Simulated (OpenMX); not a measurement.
Wanted: the native input for an OpenMX 3.8.5 run.

```yaml
Task: single point
Functional: PBE
Potentials_or_basis: OpenMX 2013 PBE set, Sb7.0-s3p2d2, grid cutoff 500 Ry
k_mesh: 17 × 17 × 17
Occupations: fermi-dirac, width 0.05 eV
Spin: no spin polarisation
Mixing_scheme: rmm-diisk
SCF_threshold: 1e-08 Ha
Solver: band
Max_SCF_cycles: 100
```

Crystal: Sb.

```xyz
1
Lattice="-1.5776 1.5802 2.7118 1.5670 -1.5443 2.6848 1.6043 1.5710 -2.6909" Properties=species:S:1:pos:R:3 pbc="T T T"
Sb    0.0066    0.0476    0.0149
```

The cell isn't the ideal one: cell strained at random at fixed volume.

One way to write it, as run:

Sb.dat

```
System.CurrrentDirectory             ./
System.Name                          Sb
DATA.PATH                            ./DFT_DATA13
level.of.stdout                      1
level.of.fileout                     1
Species.Number                       1
<Definition.of.Atomic.Species
  Sb  Sb7.0-s3p2d2           Sb_PBE13
Definition.of.Atomic.Species>

Atoms.Number                         1
Atoms.SpeciesAndCoordinates.Unit     FRAC
<Atoms.SpeciesAndCoordinates
    1  Sb    0.0177470000    0.0046650000    0.0170070000   7.500  7.500
Atoms.SpeciesAndCoordinates>

Atoms.UnitVectors.Unit               Ang
<Atoms.UnitVectors
    -1.5775790000    1.5802120000    2.7118280000
     1.5669920000   -1.5442780000    2.6847840000
     1.6042890000    1.5709880000   -2.6909380000
Atoms.UnitVectors>

scf.XcType                           GGA-PBE
scf.SpinPolarization                 off
scf.ElectronicTemperature            580.226
scf.energycutoff                     500.0
scf.maxIter                          100
scf.EigenvalueSolver                 band
scf.Kgrid                            17 17 17
scf.Mixing.Type                      rmm-diisk
scf.Init.Mixing.Weight               0.05
scf.Min.Mixing.Weight                0.001
scf.Max.Mixing.Weight                0.3
scf.Mixing.History                   25
scf.Mixing.StartPulay                8
scf.criterion                        1.0e-8
scf.stress.tensor                    on
MD.Type                              nomd
```

Potentials or basis: OpenMX 2013 PBE set, Sb7.0-s3p2d2, grid cutoff 500 Ry.

Launch:

```console
$ openmx Sb.dat -nt 1 > Sb.std
```

Results of the run:

```yaml
Pressure: 4.2 GPa
Band_gap_on_the_k_mesh: none (metal or under the smearing width)
```

Caveat: the basis of atomic orbitals isn't converged, which shifts pressures, moduli and gaps.

Wall time 60 s on 1 thread of Arm Neoverse V1, with other jobs on the host, peak memory 0.45 GiB.
